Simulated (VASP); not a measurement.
LiF (Griceite), 2 atoms in the cell. It takes space group Fm-3m (No. 225, cubic). Conventional cell: a = 4.028 Å, b = 4.028 Å, c = 4.028 Å, α = 90.00°, β = 90.00°, γ = 90.00°. F (site symmetry m-3m) is surrounded by 6 Li at 2.01 Å. Li (site symmetry m-3m) is surrounded by 6 F at 2.01 Å. 

* Program: VASP 6.6.1
* Task: relaxation of cell and atoms
* Functional: revPBE
* Dispersion: D3
* Potentials or basis: VASP PAW PBE potentials, release 64 (F, Li_sv)
* Cutoff: 600 eV
* k mesh: 11 × 11 × 11
* Occupations: gaussian, width 0.01 eV
* Spin: no spin polarisation
* Optimiser: vasp
* Further INCAR settings: ALGO = Normal; EDIFF = 1.00e-06; IBRION = 2; EDIFFG = -2.00e-02; NSW = 60; ISIF = 3

Potentials or basis: VASP PAW PBE potentials, release 64 (F, Li_sv).

The run is started by

```console
$ python run.py
```

Hardware: 1 thread of Intel(R) Xeon(R) 6975P-C (Granite Rapids) (shared host).

Q: How long does it take, and how much memory?

A: Run time: 8.1 s on 1 thread of Intel(R) Xeon(R) 6975P-C (Granite Rapids), on a shared host, peak memory 0.14 GiB. Counts: scf iterations 24, k points 56, ion steps 3.
